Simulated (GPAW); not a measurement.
Wanted: an ASE script for a GPAW 26.7.0 run.

| Item | Value |
| --- | --- |
| Task | band structure |
| Functional | PBE |
| Potentials or basis | GPAW PAW data sets (gpaw-data 1.2.1) |
| Cutoff | 600 eV |
| Basis | pw |
| k mesh | 8 × 8 × 8 |
| Occupations | fermi-dirac, width 0.05 eV |
| Spin | no spin polarisation |
| Maxiter | 150 |
| Band path | GXWKGLUWLK,UX |
| Band points | 80 |

The structure of GaAs lies in GaAs.xyz:

```xyz
2
Lattice="0.0000000000 2.8268500000 2.8268500000 2.8268500000 0.0000000000 2.8268500000 2.8268500000 2.8268500000 0.0000000000" Properties=species:S:1:pos:R:3 pbc="T T T"
As     4.2402750000      4.2402750000      4.2402750000
Ga     0.0000000000      0.0000000000      0.0000000000
```

These files were run (other wordings do the same):

run.py

```python
from ase.dft.bandgap import bandgap
from ase.io import read, write
from ase.units import Bohr, GPa
from gpaw import GPAW, PW
from gpaw.elf import elf_from_dft_calculation

atoms = read('GaAs.xyz')

calc = GPAW(mode=PW(600),
            xc='PBE',
            kpts={'size': (8, 8, 8), 'gamma': True},
            occupations={'name': 'fermi-dirac', 'width': 0.05},
            nbands=11,
            convergence={'density': 1e-05, 'energy': 1e-05},
            maxiter=150,
            txt='gpaw.txt')
atoms.calc = calc
energy = atoms.get_potential_energy()
forces = atoms.get_forces()
stress = atoms.get_stress()
calc.write('gs.gpw')
write('result.traj', atoms)
print(f'Energy: {energy:.6f} eV')
print('Forces (eV/A):')
print(forces.round(4))
print('Stress (GPa):', (stress / GPa).round(3))
print('Fermi level:', round(calc.get_fermi_level(), 4), 'eV')
print(f'Gap: {bandgap(calc)[0]:.4f} eV, direct: {bandgap(calc, direct=True)[0]:.4f} eV')

# fields on the real-space grid
write('density.cube', atoms, data=calc.get_pseudo_density() * Bohr**3)
write('potential.cube', atoms, data=calc.get_electrostatic_potential())
write('elf.cube', atoms, data=elf_from_dft_calculation(calc).data)

path = atoms.cell.bandpath('GXWKGLUWLK,UX', npoints=80, eps=1e-4)
bs_calc = calc.fixed_density(kpts=path, symmetry='off', nbands=21,
                             convergence={'bands': 'CBM+6.0', 'eigenstates': 1e-6}, txt='bands.txt')
bs = bs_calc.band_structure()
bs.write('bs.json')
print(f'Gap on the path: {bandgap(bs_calc)[0]:.4f} eV')
```

Potentials or basis: GPAW PAW data sets (gpaw-data 1.2.1), pw.

Launch:

```bash
$ OMP_NUM_THREADS=1 python run.py
```

It gave:

The pressure is 4.3 GPa, the band gap on the k mesh is 0.59 eV, direct and the band gap along the path is 0.59 eV, direct.

Wall time 24 s on 1 thread of Arm Neoverse V2, on a shared host, peak memory 0.23 GiB.
